**Notebook page: one aluminium crystal, twelve density functionals**

VASP 6.6.1, plane-wave PAW DFT without spin polarisation: cell relaxations of fcc aluminium in its one-atom primitive cell, with no separate dispersion correction. All runs use a 600 eV cutoff, an 11 × 11 × 11 k mesh and Fermi-Dirac smearing of 0.05 eV. Volume changes are relative to the starting cell of 16.60 Å³.

```csv
functional,potentials,volume change (%),relaxed length a (Å)
LDA,"VASP-PAW-LDA-potentials,-recommended",-4.580,2.819
PBE,"VASP-PAW-PBE-potentials, recommended,-release-54",-0.690,2.857
revPBE,"VASP-PAW-PBE-potentials,-recommended",0.800,2.871
RPBE,"VASP-PAW-PBE-potentials,-recommended",1.260,2.876
AM05,"VASP-PAW-PBE-potentials,-recommended",-2.950,2.835
BEEF-vdW,"VASP-PAW-PBE-potentials,-recommended",-1.810,2.846
SCAN,"VASP-PAW-PBE-potentials,-recommended",-3.000,2.835
optB86b-vdW,"VASP-PAW-PBE-potentials,-recommended",-0.980,2.854
optPBE-vdW,"VASP-PAW-PBE-potentials,-recommended",0.780,2.871
rev-vdW-DF2,"VASP-PAW-PBE-potentials,-recommended",-0.770,2.856
vdW-DF-cx,"VASP-PAW-PBE-potentials,-recommended",-1.340,2.851
vdW-DF2,"VASP-PAW-PBE-potentials,-recommended",2.660,2.889
```

**1. What does the length column measure, and how far apart are the functionals?**

The relaxed length is the distance between touching aluminium atoms, not the edge of the cubic cell. The cubic edge is $\sqrt2$ times longer, 4.040 Å for PBE. From LDA, the smallest cell, to vdW-DF2, the largest, this contact grows by 0.070 Å, or about 2.5 %. The volume changes differ by 7.24 percentage points, about three times as much, because volume goes with the cube of length.

**2. Why does RPBE give a larger crystal than PBE?**

The two share their correlation, both use PBE potentials (a release is named only for PBE), and they differ in exchange, the energy electrons gain because like spins avoid each other. Both write it as

$$E_x=\int n\,\varepsilon_x(n)\,F(s)\,d^3r ,$$

where $n$ is the electron density, $\varepsilon_x$ the exchange energy per electron of a uniform gas, and $s$ measures how steeply the density varies relative to its own size. The factor $F$ starts at one and grows with $s$.

When the atoms move apart, the density between them thins and becomes more uneven, so $s$ tends to rise. Exchange energy is negative, so a larger $F$ lowers the energy. A functional whose $F$ climbs faster therefore rewards the expanded crystal more. At moderate gradients $F$ climbs faster in revPBE than in PBE, and slightly faster again in RPBE; the volumes follow that order. The table shows the order, while the link through $s$ is theory, since no density gradients are listed.

**3. Does LDA fit the same picture?**

It does in direction. LDA ignores gradients, so its $F$ stays at one and nothing extra favours expansion. Its volume lies 3.89 percentage points below that of PBE. That step is not a pure exchange effect, because gradient terms in the correlation and a different set of potentials enter with it.

**4. Do functionals with van der Waals correlation pull the atoms closer together?**

Not as a rule. No separate dispersion correction was added in any row; the functionals with vdW in their names carry nonlocal correlation of their own. vdW-DF2 and rev-vdW-DF2 use the same nonlocal correlation, the part that describes van der Waals attraction, yet one expands the starting cell and the other shrinks it. They differ in exchange, whose factor climbs faster in vdW-DF2, and the volumes differ by 3.43 percentage points. To guess the order of two functionals with equal correlation, compare their exchange factors first.

**5. How many digits of the RPBE volume can be trusted?**

Its relaxation stopped while the cell still pulled inwards with 0.150 GPa. The missing volume change is this pressure divided by the bulk modulus $B$, the resistance to compression. I took $B$ from the four rows that moved most (LDA, AM05, SCAN and vdW-DF2), treating the energy gained on relaxation as that of a spring. Their mean is 75.5 GPa, so

$$\frac{\Delta V}{V}\approx\frac{-0.150}{75.5}\approx-0.002 .$$

Fully relaxed, RPBE would thus expand the cell by about 1.1 % instead of the listed 1.26 %.

RPBE did not enter the average, so its own energy can test the estimate. The model predicts a gain of 0.425 meV on relaxation, and the calculation gave 0.437 meV. Had the cell still been pushing outwards, the gain would have been nearly twice as large. A single $B$ for all functionals is rough, though: the four values run from 65 to 83 GPa. Functionals can differ in stiffness, and the spring picture is itself approximate.

PBE stopped with a smaller pressure of the opposite sign. With both rows corrected, the step from PBE to RPBE shrinks from 1.95 to about 1.6 percentage points, and the order survives. The order of revPBE and optPBE-vdW does not: they differ by 0.02 percentage points, and the correction reverses them. They count as equal here. No second k mesh is listed, and every functional except LDA and PBE used potentials made for another functional, so even the first decimal of a single volume is not fully secured.

**6. What would the same leftover pressure do in sodium?**

Sodium is roughly ten times softer than aluminium. The 0.150 GPa that leaves the RPBE cell 0.2 % above its fully relaxed volume here would leave a sodium cell about 2 % above, as much as the whole step from PBE to RPBE in this table. In a series on a soft metal the leftover pressure should therefore be checked, and the stopping criterion tightened if needed, before the functionals are ranked.

**7. PBE changes the starting volume by only −0.69 %. Is it the most accurate?**

The table cannot settle that. The starting cell is close to the crystal measured at room temperature, whereas the calculation leaves out thermal and zero-point motion, which both swell aluminium. Without them the fair reference would be smaller by roughly 2 %, a recalled size. Against it PBE is about 1.4 % too large. BEEF-vdW then comes closest, but a reference only half a percent smaller still would favour AM05, with SCAN almost level.

LDA remains too small by more than 2 %, so its overbinding is real. For the functionals near the middle, the verdict depends on the reference. The output below lists the corrected changes for every row.

Output of the analysis:

```
Volume changes in % and cubic edge in A:
          row  computed change  pressure correction  change at zero pressure  change from a 2 % smaller reference  cubic edge
          LDA            -4.58             0.006232                   -4.574                               -2.626       3.987
          PBE            -0.69               0.1073                  -0.5827                                1.446        4.04
       revPBE              0.8              -0.1268                   0.6732                                2.728        4.06
         RPBE             1.26              -0.1989                    1.061                                3.124       4.067
         AM05            -2.95             0.004796                   -2.945                              -0.9645       4.009
     BEEF-vdW            -1.81              0.02393                   -1.786                               0.2183       4.025
         SCAN               -3              0.01325                   -2.987                               -1.007       4.009
  optB86b-vdW            -0.98             0.001652                  -0.9783                                1.043       4.036
   optPBE-vdW             0.78             -0.07781                   0.7022                                2.757        4.06
  rev-vdW-DF2            -0.77             0.001513                  -0.7685                                1.257       4.039
    vdW-DF-cx            -1.34             0.003825                   -1.336                               0.6774       4.032
      vdW-DF2             2.66             -0.01428                    2.646                                4.741       4.086
Bulk modulus from the four largest moves, mean, GPa: 75.51
Smallest of the four, GPa: 65.45
Largest of the four, GPa: 82.73
RPBE energy gain on relaxation, computed, meV: 0.437
RPBE energy gain expected with this sign of correction, meV: 0.4249
RPBE energy gain expected with the opposite sign, meV: 0.8171
Number of functionals that shrink the start cell: 8
Full spread of volume change, percentage points: 7.24
Full spread of Al-Al contact, A: 0.07
LDA to PBE, percentage points: 3.89
PBE to revPBE, percentage points: 1.49
PBE to revPBE at zero pressure, percentage points: 1.256
PBE to RPBE, percentage points: 1.95
PBE to RPBE at zero pressure, percentage points: 1.644
rev-vdW-DF2 to vdW-DF2, percentage points: 3.43
vdW-DF-cx to optPBE-vdW, percentage points: 2.12
optB86b-vdW to rev-vdW-DF2, percentage points: 0.21
revPBE less optPBE-vdW, percentage points: 0.02
revPBE less optPBE-vdW at zero pressure, percentage points: -0.02894
PBE less rev-vdW-DF2, percentage points: 0.08
AM05 less SCAN, percentage points: 0.05
```
